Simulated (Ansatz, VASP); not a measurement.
# One calculation of HfB4, two programs

```
Hf B
1.0
     3.09208    0.00000    0.00000
    -1.54604    2.67782    0.00000
     0.00000    0.00000    5.28576
Hf B
1 4
Direct
  0.00000 0.00000 0.00000
  0.33333 0.66667 0.68045
  0.66667 0.33333 0.68045
  0.33333 0.66667 0.31955
  0.66667 0.33333 0.31955
```

Alike in both runs: functional PBE; dispersion D3(BJ); k mesh 6 × 6 × 4; occupations gaussian, width 0.1 eV; no spin polarisation.

Ansatz relaxed the structure, and its values are those at the end. VASP's run is a single point on that final structure, the one shown.

```csv
,VASP,Ansatz
version,VASP 6.6.1,Ansatz 0.2.0
potentials or method,"VASP PAW PBE potentials, release 64 (Hf_pv, B)","scalar-relativistic, plane waves, PAW"
plane-wave cutoff (eV),520,420
valence electrons in the cell,22,38
```

VASP gave:

* gap on the k mesh at the Fermi level (eV): none
* pressure (GPa): -0.1
* rms of the force components (eV/Å): 0.005

Problem. What did Ansatz give for the same quantities?

Solution. gap on the k mesh at the Fermi level (eV): none; pressure (GPa): 0.0; rms of the force components (eV/Å): 0.000.

A gap of «none» marks a metal or a gap that the smearing closes. The two sets of potentials don't hold the same shells in valence.

Caveats: the k mesh is coarse (spacing up to 0.39 Å⁻¹), so the values aren't converged; pairwise dispersion overbinds metals, which lowers pressure and volume. The runs have no spin-orbit coupling, so splittings on Hf are missing.
